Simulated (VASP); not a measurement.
# Si3Ge (P1) in VASP: relaxation of cell and atoms with PBE

Aim: the relaxation of cell and atoms of Si3Ge with PBE.

Everything below comes from runs of VASP 6.6.1. Logs are shortened: lines on timing, memory, paths and dates and some standing lists are left out, and cuts for length are marked.

### 1 The crystal as given

The typed cell holds 8 atoms: a = 7.911 Å, b = 3.989 Å, c = 5.424 Å, α = 91.18°, β = 87.90°, γ = 88.52°.

The cell was built by a generator and needn't be a form met in nature.

### 2 Relaxation of cell and atoms, PBE

INCAR reads:

```
PREC = Normal
ENCUT = 520
EDIFF = 1E-5
ISMEAR = 0
SIGMA = 0.15
LREAL = Auto
LASPH = True
NELM = 80
ALGO = Fast
ISIF = 3
LWAVE = False
LCHARG = False
GGA = PE
IBRION = 2
NSW = 110
EDIFFG = -0.03
ISYM = 0
KPAR = 2
```

KPOINTS reads:

```
Automatic mesh
0
Gamma
  3 6 4
```

POSCAR reads:

```
Si3Ge
1.0
    7.9092672100      0.1030504700      0.1434897600
    0.0515252300      3.9884023400     -0.0408778500
    0.1013994100     -0.0577740200      5.4223013000
Si Ge
6 2
Direct
    0.2476351600      0.5135888200      0.4847109700
    0.7479862200      0.5110986600      0.5002321500
    0.2530996900      0.0170187200      0.7490844900
    0.7564005800      0.0126263400      0.7428418300
    0.9940902400      0.4886412700      0.2438081600
    0.5052935100      0.4878028500      0.2684684100
    0.0011240400      0.9921792800      0.0008922600
    0.5097106200      0.0105677200      0.9931143000
```

Potentials or basis: VASP PAW PBE potentials, release 64 (Si, Ge_d).

Launch:

```console
$ cat potpaw_PBE.64/Si/POTCAR potpaw_PBE.64/Ge_d/POTCAR > POTCAR
$ mpirun -np 2 vasp_std > vasp.out
```

OUTCAR:

```text
PREC = Normal
   ENCUT = 520
   EDIFF = 1E-5
   ISMEAR = 0
   LREAL = Auto
   LASPH = True
   NELM = 80
   ISIF = 3
   GGA = PE
   IBRION = 2
   NSW = 110
   EDIFFG = -0.03
   ISYM = 0

 ion  position               nearest neighbor table
   1  0.248  0.514  0.485-   6 2.31   5 2.44   3 2.45   3 2.47
   2  0.748  0.511  0.500-   6 2.34   5 2.35   4 2.38   4 2.41
   3  0.253  0.017  0.749-   7 2.38   1 2.45   8 2.46   1 2.47
   4  0.756  0.013  0.743-   8 2.34   2 2.38   2 2.41   7 2.43
   5  0.994  0.489  0.244-   2 2.35   7 2.35   7 2.43   1 2.44
   6  0.505  0.488  0.268-   1 2.31   2 2.34   8 2.39   8 2.59
   7  0.001  0.992  0.001-   5 2.35   3 2.38   5 2.43   4 2.43
   8  0.510  0.011  0.993-   4 2.34   6 2.39   3 2.46   6 2.59

IMPORTANT INFORMATION: All symmetrisations will be switched off!
NOSYMM: (Re-)initialisation of all symmetry stuff for point group C_1.

----------------------------------------------------------------------------------------

                                     Primitive cell

  volume of cell :     170.9420

  direct lattice vectors                    reciprocal lattice vectors
     7.909267210  0.103050470  0.143489760     0.126498811 -0.001658635 -0.002383256
     0.051525230  3.988402340 -0.040877850    -0.003317270  0.250797840  0.002734258
     0.101399410 -0.057774020  5.422301300    -0.003372532  0.001934617  0.184507221

  length of vectors
     7.911239884  3.988944606  5.423557049     0.126532131  0.250834681  0.184548181

  position of ions in fractional coordinates (direct lattice)
     0.247635160  0.513588820  0.484710970
     0.747986220  0.511098660  0.500232150
     0.253099690  0.017018720  0.749084490
     0.756400580  0.012626340  0.742841830
     0.994090240  0.488641270  0.243808160
     0.505293510  0.487802850  0.268468410
     0.001124040  0.992179280  0.000892260
     0.509710620  0.010567720  0.993114300

  ion indices of the primitive-cell ions
   primitive index   ion index
                 1           1
                 2           2
                 3           3
                 4           4
                 5           5
                 6           6
                 7           7
                 8           8

----------------------------------------------------------------------------------------

 KPOINTS: Automatic mesh

Automatic generation of k-mesh.
 Grid dimensions read from file:
 generate k-points for:    3    6    4

 Generating k-lattice:

  Cartesian coordinates                     Fractional coordinates (reciprocal lattice)
     0.042166270 -0.000552878 -0.000794419     0.333333333 -0.000000000  0.000000000
    -0.000552878  0.041799640  0.000455710    -0.000000000  0.166666667  0.000000000
    -0.000843133  0.000483654  0.046126805     0.000000000 -0.000000000  0.250000000

  Length of vectors
     0.042177377  0.041805780  0.046137045

  Shift w.r.t. Gamma in fractional coordinates (k-lattice)
     0.000000000  0.000000000  0.000000000

 Subroutine IBZKPT returns following result:
 ===========================================

 Found     38 irreducible k-points:

 Following reciprocal coordinates:
            Coordinates               Weight
  0.000000  0.000000  0.000000      1.000000
  0.333333  0.000000  0.000000      2.000000
 -0.000000  0.166667 -0.000000      2.000000
  0.333333  0.166667  0.000000      2.000000
 -0.333333  0.166667  0.000000      2.000000
  0.000000  0.333333  0.000000      2.000000
[... 16 lines left out ...]
 -0.000000 -0.333333  0.250000      2.000000
  0.333333 -0.333333  0.250000      2.000000
 [... further k-points ...]
   k-points           NKPTS =     38   k-points in BZ     NKDIM =     38   number of bands    NBANDS=     31
   number of dos      NEDOS =    301   number of ions     NIONS =      8
   total plane-waves  NPLWV =  34560
   dimension x,y,z NGX =    48 NGY =   24 NGZ =   30
   dimension x,y,z NGXF=    96 NGYF=   48 NGZF=   60
   ions per type =               6   2
   NGX,Y,Z   is equivalent  to a cutoff of  10.09, 10.00,  9.20 a.u.
   NGXF,Y,Z  is equivalent  to a cutoff of  20.17, 20.00, 18.39 a.u.
 SYSTEM =  unknown system
   PREC   = normal    normal or accurate (medium, high low for compatibility)
   ISTART =      0    job   : 0-new  1-cont  2-samecut
   ICHARG =      2    charge: 1-file 2-atom 10-const
   ISPIN  =      1    spin polarized calculation?
   LNONCOLLINEAR =      F non collinear calculations
   LSORBIT =      F    spin-orbit coupling
   LASPH  =      T    aspherical Exc in radial PAW
   ENCUT  =  520.0 eV  38.22 Ry    6.18 a.u.  14.71  7.42 10.08*2*pi/ulx,y,z
   NELM   =     80;   NELMIN=  2; NELMDL= -5     # of ELM steps
   EDIFF  = 0.1E-04   stopping-criterion for ELM
   LREAL  =      T    real-space projection
   EDIFFG = -.3E-01   stopping-criterion for IOM
   NSW    =    110    number of steps for IOM
   IBRION =      2    ionic relax: 0-MD 1-quasi-New 2-CG
   NFREE  =      1    steps in history (QN), initial steepest desc. (CG)
   ISIF   =      3    stress and relaxation
   ISYM   =      0    0-nonsym 1-usesym 2-fastsym
   POTIM  = 0.5000    time-step for ionic-motion
   TEBEG  =    0.0;   TEEND  =   0.0 temperature during run
   PSTRESS=    0.0 pullay stress
   NELECT =      52.0000    total number of electrons
   NUPDOWN=      -1.0000    fix difference up-down
   EMIN   =  10.00;   EMAX   =-10.00  energy-range for DOS
   EFERMI =   0.00;   METHOD = LEGACY
   ISMEAR =     0;   SIGMA  =   0.15  broadening in eV -4-tet -1-fermi 0-gaus
   EFERMI_NEDOS =   21; number of points for ismear=-14 and -15
   IALGO  =     68    algorithm
   IMIX   =      4    mixing-type and parameters
     AMIX     =   0.40;   BMIX     =  1.00
     AMIX_MAG =   1.60;   BMIX_MAG =  1.00
  volume/ion in A,a.u.               =      21.37       144.20
  Fermi-wavevector in a.u.,A,eV,Ry     =   1.101014  2.080616 16.493430  1.212233
  Thomas-Fermi vector in A             =   2.237435
   LORBIT       =      0    0 simple, 1 ext, 2 COOP (PROOUT), +10 PAW based schemes
   GGA     = PE    functional components
   LHFCALC =     F    Hartree Fock is set to
   AEXX    =    0.0000 exact exchange contribution
   IVDW    =     0    specifies the selected vdW correction
   LEPSILON=     F    determine dielectric tensor
   LRPA    =     F    only Hartree local field effects (RPA)
 conjugate gradient relaxation of ions
 non-spin polarized calculation
 RMM-DIIS sequential band-by-band and
 Gauss-broadening in eV      SIGMA  =   0.15
  energy-cutoff  :      520.00
  volume of cell :      170.94
 maximum number of plane-waves:      4637
   NGX = 29   NGY = 15   NGZ = 21

--------------------------------------- Ionic step        1  -------------------------------------------

 number of electron      52.0000027 magnetization

 Free energy of the ion-electron system (eV)
  ---------------------------------------------------
  ext. energy  EPLUGINS =         0.00000000
  ---------------------------------------------------
  free energy    TOTEN  =       -41.07701909 eV

  energy without entropy =      -41.07398714  energy(sigma->0) =      -41.07550311

------------------------ aborting loop because EDIFF is reached ----------------------------------------

  FORCE on cell =-STRESS in cart. coord.  units (eV):
  Direction    XX          YY          ZZ          XY          YZ          ZX
  --------------------------------------------------------------------------------------
  -------------------------------------------------------------------------------------
  Total        0.1639768     -3.3609263      1.0871465     -1.4200108      2.5149169     -3.5762581
  in kB        1.5368955    -31.5007458     10.1894307    -13.3092474     23.5714056    -33.5189723
  external PRESSURE =      -6.5914732 kB  Pullay stress =       0.0000000 kB
[... 107 lines left out ...]
  FREE ENERGIE OF THE ION-ELECTRON SYSTEM (eV)
  ---------------------------------------------------
  free  energy   TOTEN  =       -41.3456643043 eV

  energy  without entropy=      -41.3442742491  energy(sigma->0) =      -41.34496928

[... ionic steps 4 to 22 ...]

--------------------------------------- Ionic step       23  -------------------------------------------

 number of electron      51.9999992 magnetization

------------------------ aborting loop because EDIFF is reached ----------------------------------------

  FORCE on cell =-STRESS in cart. coord.  units (eV):
  Direction    XX          YY          ZZ          XY          YZ          ZX
  --------------------------------------------------------------------------------------
  -------------------------------------------------------------------------------------
  Total        0.0052705      0.0374717      0.1061916     -0.0188415      0.0264571     -0.0465040
  in kB        0.0499351      0.3550257      1.0061122     -0.1785134      0.2506677     -0.4406023
  external PRESSURE =       0.4703577 kB  Pullay stress =       0.0000000 kB
[... 69 lines left out ...]
  energy  without entropy=      -41.4369071332  energy(sigma->0) =      -41.43724672

--------------------------------------- Ionic step       25  -------------------------------------------

 number of electron      51.9999992 magnetization

 Free energy of the ion-electron system (eV)
  ---------------------------------------------------
  ext. energy  EPLUGINS =         0.00000000
  ---------------------------------------------------
  free energy    TOTEN  =       -41.43777752 eV

  energy without entropy =      -41.43710048  energy(sigma->0) =      -41.43743900

 E-fermi :   5.5992     XC(G=0):  -9.4610

 val. band max:        5.3822384610   @ k =   0.0000   0.0000   0.0000
 cond. band min:       5.7742102348   @ k =  -0.0000   0.5000   0.0000
 fundamental gap:      0.3919717738
 Fermi energy:         5.5992393636

 k-point     1 :       0.0000    0.0000    0.0000
  band No.  band energies     occupation
      1     -18.8257      2.00000
      2     -18.8211      2.00000
      3     -18.8187      2.00000
      4     -18.8175      2.00000
      5     -18.8173      2.00000
      6     -18.8168      2.00000
[... 805 lines left out ...]
     30       8.2974      0.00000
     31       8.4360      0.00000

 [... further k-points ...]

------------------------ aborting loop because EDIFF is reached ----------------------------------------

  FORCE on cell =-STRESS in cart. coord.  units (eV):
  Direction    XX          YY          ZZ          XY          YZ          ZX
  --------------------------------------------------------------------------------------
  -------------------------------------------------------------------------------------
  Total        0.0304064      0.0127785      0.0389797     -0.0056913      0.0125959     -0.0210174
  in kB        0.2880612      0.1210601      0.3692822     -0.0539176      0.1193296     -0.1991125
  external PRESSURE =       0.2594678 kB  Pullay stress =       0.0000000 kB
[... 23 lines left out ...]
  FREE ENERGIE OF THE ION-ELECTRON SYSTEM (eV)
  ---------------------------------------------------
  free  energy   TOTEN  =       -41.4377775155 eV

  energy  without entropy=      -41.4371004800  energy(sigma->0) =      -41.43743900

 reached required accuracy - stopping structural energy minimisation
```

It took 11 min on 2 MPI ranks of Intel Xeon Platinum 8375C at 2.90GHz (Ice Lake), shared host; peak memory 0.25 GiB.

What came out:

```yaml
Free_energy: -41.4378 eV
Relaxed_volume: 21.14 Å³/atom
Relaxed_cell: a = 7.828 Å, b = 3.914 Å, c = 5.520 Å, α = 90.00°, β = 89.99°, γ = 90.02°
Space_group_after_relaxing_to_0.05_Å: P-4m2 (No. 115)
Energy_gained_by_relaxing: 45.1 meV/atom
Ionic_steps: 25
Pressure_after_relaxing: 0.0 GPa
Largest_force_after_relaxing: 0.016 eV/Å
Band_gap_on_the_k_mesh: 0.39 eV
```

Forces on the atoms (eV/Å):
```
Si  -0.003  0.001 -0.003
Si   0.006  0.000  0.002
Si  -0.005  0.000 -0.002
Si  -0.004 -0.005  0.007
Si   0.002  0.010 -0.013
Si   0.002 -0.004  0.008
Ge   0.005  0.000  0.003
Ge  -0.003 -0.003 -0.001
```

Step by step:
```tsv
step	energy change (eV)	largest force (eV/Å)	pressure (GPa)	volume (Å³)
1	0.0000	1.3959	-0.66	170.94
2	-0.2512	0.7974	0.34	168.61
3	-0.2686	0.6492	0.02	169.11
4	-0.3346	0.2451	0.21	168.79
5	-0.3354	0.2682	0.20	168.76
6	-0.3480	0.1725	0.17	169.35
7	-0.3491	0.1645	-0.25	169.65
8	-0.3535	0.1166	-0.22	169.10
9	-0.3534	0.1277	0.03	169.04
10	-0.3534	0.1206	-0.07	169.08
11	-0.3559	0.0776	0.16	168.63
12	-0.3560	0.0857	0.36	168.47
13	-0.3578	0.0911	-0.06	169.06
14	-0.3579	0.0948	0.00	169.13
15	-0.3580	0.0977	-0.13	169.27
16	-0.3595	0.0494	-0.05	169.27
17	-0.3599	0.0435	-0.06	169.27
18	-0.3598	0.0775	-0.06	169.27
19	-0.3600	0.0598	-0.04	169.27
20	-0.3600	0.0668	-0.06	169.27
21	-0.3600	0.0624	-0.06	169.27
22	-0.3606	0.0461	0.05	169.09
23	-0.3606	0.0329	0.05	169.10
24	-0.3606	0.0402	0.01	169.10
25	-0.3608	0.0164	0.03	169.12
```

Final structure:
```cif
data_structure
_symmetry_space_group_name_H-M 'P 1'
_symmetry_Int_Tables_number 1
_cell_length_a 7.8280
_cell_length_b 3.9140
_cell_length_c 5.5198
_cell_angle_alpha 90.002
_cell_angle_beta 89.989
_cell_angle_gamma 90.021
_cell_volume 169.12
loop_
_atom_site_label
_atom_site_type_symbol
_atom_site_fract_x
_atom_site_fract_y
_atom_site_fract_z
_atom_site_occupancy
Si1 Si 0.25214 0.50525 0.49807 1
Si2 Si 0.75183 0.50470 0.49757 1
Si3 Si 0.25185 0.00511 0.74228 1
Si4 Si 0.75196 0.00461 0.74182 1
Si5 Si 0.00203 0.50296 0.25420 1
Si6 Si 0.50181 0.50395 0.25339 1
Ge1 Ge 0.00175 0.00297 0.99823 1
Ge2 Ge 0.50197 0.00397 0.99760 1
```

Caveat: an odd mesh through Γ misses points on the zone boundary, where band edges often lie.
